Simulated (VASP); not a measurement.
# SiC (P6_3mc) in VASP: a series of runs, part 3 of 3

VASP 6.6.1. Earlier steps stand in the parts before.

## 5. Relaxation of cell and atoms, LDA, target pressure 60 GPa, at which the enthalpy is minimised

This run uses another cell than the first one, of 8.87 Å³/atom, 0.857 times its volume.

The input, INCAR:

```
SYSTEM = SiC
ALGO = Normal
EDIFF = 1E-6
EDIFFG = -0.01
ENCUT = 600
IBRION = 2
ISIF = 3
ISMEAR = -1
KPAR = 4
LASPH = .True.
LCHARG = .False.
LREAL = .False.
LWAVE = .False.
NELM = 60
NSW = 60
PREC = Accurate
PSTRESS = 600
SIGMA = 0.05
```

The input, KPOINTS:

```
k-points
0
Gamma
  8 8 2
  0 0 0
```

The input, POSCAR:

```
SiC                                     
1.0
    2.9262490330     -0.0000000000      0.0000000000
   -1.4631245165      2.5342060004     -0.0000000000
    0.0000000000     -0.0000000000     14.3512976128
  Si              C             
     6     6
Direct
     0.0000000000000000    0.0000000000000000    0.0000131194630076
     0.3333333332999970    0.6666666667000030    0.1666554958557432
     0.6666666667000030    0.3333333332999970    0.3331687275428871
     0.0000000000000000    0.0000000000000000    0.5000131194630074
     0.6666666667000030    0.3333333332999970    0.6666554958557431
     0.3333333332999970    0.6666666667000030    0.8331687275428873
     0.0000000000000000    0.0000000000000000    0.1252926372045256
     0.3333333332999970    0.6666666667000030    0.2916844116139071
     0.6666666667000030    0.3333333332999970    0.4581856083199152
     0.0000000000000000    0.0000000000000000    0.6252926372045255
     0.6666666667000030    0.3333333332999970    0.7916844116139071
     0.3333333332999970    0.6666666667000030    0.9581856083199153
```

Potentials or basis: VASP PAW LDA potentials, release 64 (Si, C).

Launch:

```sh
$ cat potpaw_LDA.64/Si/POTCAR potpaw_LDA.64/C/POTCAR > POTCAR
$ mpirun -np 4 vasp_std > vasp.out
```

OUTCAR:

```text
SYSTEM = SiC
   EDIFF = 1E-6
   EDIFFG = -0.01
   ENCUT = 600
   IBRION = 2
   ISIF = 3
   ISMEAR = -1
   LASPH = .True.
   LREAL = .False.
   NELM = 60
   NSW = 60
   PREC = Accurate
   PSTRESS = 600

 ion  position               nearest neighbor table
   1  0.000  0.000  0.000-  12 1.79  12 1.79  12 1.79   7 1.80   2 2.93   2 2.93   2 2.93   6 2.93
                             6 2.93   6 2.93
   2  0.333  0.667  0.167-   7 1.79   7 1.79   7 1.79   8 1.79   3 2.93   3 2.93   3 2.93   1 2.93
                             1 2.93   1 2.93
   3  0.667  0.333  0.333-   8 1.79   8 1.79   8 1.79   9 1.79   2 2.93   2 2.93   2 2.93   4 2.93
                             4 2.93   4 2.93
   4  0.000  0.000  0.500-   9 1.79   9 1.79   9 1.79  10 1.80   5 2.93   5 2.93   5 2.93   3 2.93
                             3 2.93   3 2.93
   5  0.667  0.333  0.667-  10 1.79  10 1.79  10 1.79  11 1.79   6 2.93   6 2.93   6 2.93   4 2.93
                             4 2.93   4 2.93
   6  0.333  0.667  0.833-  11 1.79  11 1.79  11 1.79  12 1.79   5 2.93   5 2.93   5 2.93   1 2.93
                             1 2.93   1 2.93
   7  0.000  0.000  0.125-   2 1.79   2 1.79   2 1.79   1 1.80
   8  0.333  0.667  0.292-   3 1.79   3 1.79   3 1.79   2 1.79
   9  0.667  0.333  0.458-   4 1.79   4 1.79   4 1.79   3 1.79
  10  0.000  0.000  0.625-   5 1.79   5 1.79   5 1.79   4 1.80
  11  0.667  0.333  0.792-   6 1.79   6 1.79   6 1.79   5 1.79
  12  0.333  0.667  0.958-   1 1.79   1 1.79   1 1.79   6 1.79

  LATTYP: Found a hexagonal cell.
 ALAT       =     2.9262490330
 C/A-ratio  =     4.9043322872

[... 191 lines left out ...]

 Free energy of the ion-electron system (eV)
  ---------------------------------------------------
  ext. energy  EPLUGINS =         0.00000000
  ---------------------------------------------------
  free energy    TOTEN  =       -98.13328119 eV

  energy without entropy =      -98.13328119  energy(sigma->0) =      -98.13328119

------------------------ aborting loop because EDIFF is reached ----------------------------------------

  FORCE on cell =-STRESS in cart. coord.  units (eV):
  Direction    XX          YY          ZZ          XY          YZ          ZX
  --------------------------------------------------------------------------------------
  -------------------------------------------------------------------------------------
  Total       26.5904857     26.5904857     26.5615714      0.0000000     -0.0000000      0.0000000
  in kB      400.3063534    400.3063534    399.8710632      0.0000000     -0.0000000      0.0000000
  external PRESSURE =    -199.8387433 kB  Pullay stress =     600.0000000 kB
[... 275 lines left out ...]
--------------------------------------- Ionic step        7  -------------------------------------------

 number of electron      48.0000000 magnetization

 Free energy of the ion-electron system (eV)
  ---------------------------------------------------
  ext. energy  EPLUGINS =         0.00000000
  ---------------------------------------------------
  free energy    TOTEN  =       -96.54090975 eV

  energy without entropy =      -96.54090975  energy(sigma->0) =      -96.54090975

 E-fermi :  11.5633     XC(G=0): -12.4442

 val. band max:       10.5946140384   @ k =   0.0000   0.0000   0.0000
 cond. band min:      12.5110103004   @ k =   0.5000   0.0000   0.0000
 fundamental gap:      1.9163962620
 Fermi energy:        11.5633280980

 k-point     1 :       0.0000    0.0000    0.0000
  band No.  band energies     occupation
      1      -6.4541      2.00000
      2      -5.8445      2.00000
      3      -5.7967      2.00000
      4      -4.0110      2.00000
      5      -3.9810      2.00000
      6      -2.0033      2.00000
[... 712 lines left out ...]
  energy  without entropy=      -96.5409097483  energy(sigma->0) =      -96.54090975

  enthalpy is  TOTEN    =       -58.6102744037 eV   P V=       37.9306353452

 reached required accuracy - stopping structural energy minimisation
```

OSZICAR:

```text
N       E                     dE             d eps       ncg     rms          rms(c)
DAV:   1     0.163051126941E+03    0.16305E+03   -0.24966E+04  1240   0.158E+03
DAV:   2    -0.100500110858E+03   -0.26355E+03   -0.24895E+03  1652   0.259E+02
DAV:   3    -0.113257207610E+03   -0.12757E+02   -0.12679E+02  1520   0.583E+01
[... 58 lines left out ...]
DAV:   1    -0.965409923412E+02    0.55558E-01   -0.40237E-03  1345   0.383E-01    0.752E-02
DAV:   2    -0.965409313610E+02    0.60980E-04   -0.18575E-04  1506   0.754E-02    0.416E-02
DAV:   3    -0.965409113173E+02    0.20044E-04   -0.53221E-05  1443   0.343E-02    0.831E-03
DAV:   4    -0.965409099634E+02    0.13539E-05   -0.37789E-06  1280   0.106E-02    0.354E-03
DAV:   5    -0.965409097490E+02    0.21446E-06   -0.82662E-07   809   0.489E-03
   7 F= -.58610274E+02 E0= -.58610274E+02  d E =-.123435E-03
```

CONTCAR:

```text
SiC
   1.00000000000000
     2.8785953581520314   -0.0000000000000000    0.0000000000000000
    -1.4392976790760157    2.4929367074014386    0.0000000000000000
     0.0000000000000000   -0.0000000000000000   14.1142425401396068
  Si              C
     6     6
Direct
     0.0000000000000000    0.0000000000000000    0.0000350212440779
     0.3333333332999970    0.6666666667000030    0.1666281126757105
     0.6666666667000030    0.3333333332999970    0.3331581701120486
     0.0000000000000000    0.0000000000000000    0.5000350212440779
     0.6666666667000030    0.3333333332999970    0.6666281126757105
     0.3333333332999970    0.6666666667000030    0.8331581701120486
     0.0000000000000000    0.0000000000000000    0.1252966103826151
     0.3333333332999970    0.6666666667000030    0.2916822133222515
     0.6666666667000030    0.3333333332999970    0.4581998722632821
     0.0000000000000000    0.0000000000000000    0.6252966103826152
     0.6666666667000030    0.3333333332999970    0.7916822133222514
     0.3333333332999970    0.6666666667000030    0.9581998722632820

  0.00000000E+00  0.00000000E+00  0.00000000E+00
  0.00000000E+00  0.00000000E+00  0.00000000E+00
  0.00000000E+00  0.00000000E+00  0.00000000E+00
  0.00000000E+00  0.00000000E+00  0.00000000E+00
  0.00000000E+00  0.00000000E+00  0.00000000E+00
  0.00000000E+00  0.00000000E+00  0.00000000E+00
  0.00000000E+00  0.00000000E+00  0.00000000E+00
  0.00000000E+00  0.00000000E+00  0.00000000E+00
  0.00000000E+00  0.00000000E+00  0.00000000E+00
  0.00000000E+00  0.00000000E+00  0.00000000E+00
  0.00000000E+00  0.00000000E+00  0.00000000E+00
  0.00000000E+00  0.00000000E+00  0.00000000E+00
```

Run time: 78 s. Hardware: 4 MPI ranks of Intel Xeon Platinum 8488C (Sapphire Rapids), shared host; peak memory 0.23 GiB.

What came out:

```yaml
Free_energy: -96.5409 eV
Relaxed_volume: 8.44 Å³/atom
Relaxed_cell: a = 2.879 Å, b = 2.879 Å, c = 14.114 Å, α = 90.00°, β = 90.00°, γ = 120.00°
Space_group_after_relaxing_to_0.05_Å: P6_3mc (No. 186)
Energy_change_on_relaxing_the_enthalpy_is_what_falls: +132.7 meV/atom
Ionic_steps: 7
Pressure_after_relaxing: 60.0 GPa
Largest_force_after_relaxing: 0.010 eV/Å
Band_gap_on_the_k_mesh: 1.92 eV, indirect (least direct gap 3.05 eV)
```

Forces on the atoms (eV/Å):
```
Si   0.000  0.000  0.000
Si   0.000  0.000 -0.010
Si   0.000  0.000 -0.005
Si   0.000  0.000  0.000
Si   0.000  0.000 -0.010
Si   0.000  0.000 -0.005
C    0.000  0.000  0.008
C    0.000  0.000 -0.003
C    0.000  0.000  0.010
C    0.000  0.000  0.008
C    0.000  0.000 -0.003
C    0.000  0.000  0.010
```

The path:
| step | energy change (eV) | largest force (eV/Å) | pressure (GPa) | volume (Å³) |
| --- | --- | --- | --- | --- |
| 1 | 0.0000 | 0.0087 | 40.02 | 106.43 |
| 2 | 7.6260 | 0.0781 | 120.40 | 90.28 |
| 3 | 1.5157 | 0.0185 | 59.08 | 101.49 |
| 4 | 1.5883 | 0.0192 | 59.93 | 101.30 |
| 5 | 1.6262 | 0.0197 | 60.36 | 101.20 |
| 6 | 1.5367 | 0.0343 | 59.32 | 101.44 |
| 7 | 1.5924 | 0.0100 | 59.97 | 101.29 |

Final structure:
```
Si C
1.0
     2.87860    0.00000    0.00000
    -1.43930    2.49294    0.00000
     0.00000    0.00000   14.11424
Si C
6 6
Cartesian
  0.0000 0.0000 0.0005
  0.0000 1.6620 2.3518
  1.4393 0.8310 4.7023
  0.0000 0.0000 7.0576
  1.4393 0.8310 9.4090
  0.0000 1.6620 11.7594
  0.0000 0.0000 1.7685
  0.0000 1.6620 4.1169
  1.4393 0.8310 6.4671
  0.0000 0.0000 8.8256
  1.4393 0.8310 11.1740
  0.0000 1.6620 13.5243
```

Caveat: the cell is relaxed towards a set pressure, so the enthalpy falls and the energy may rise. A k mesh can miss the band edges.

## 6. Overview

| cell | target pressure | gap on the mesh (eV) | pressure (GPa) | largest force (eV/Å) |
| --- | --- | --- | --- | --- |
| relaxed | - | 1.97 | 0.1 | 0.01 |
| relaxed to 20 GPa | 20 GPa | 1.95 | 20.0 | 0.01 |
| relaxed to 40 GPa | 40 GPa | 1.93 | 40.0 | 0.01 |
| relaxed to 60 GPa | 60 GPa | 1.92 | 60.0 | 0.01 |

Alike in all rows: task relaxation of cell and atoms; level LDA; potentials or basis VASP PAW LDA potentials, release 64 (Si, C); no spin polarisation; k mesh 8 × 8 × 2; cutoff (eV) 600; smearing fermi-dirac 0.05 eV.

Caveats: the cell is relaxed towards a set pressure, so the enthalpy falls and the energy may rise (some runs).

Total energies depend on the potentials used, so only differences within one code and one set of settings carry meaning.
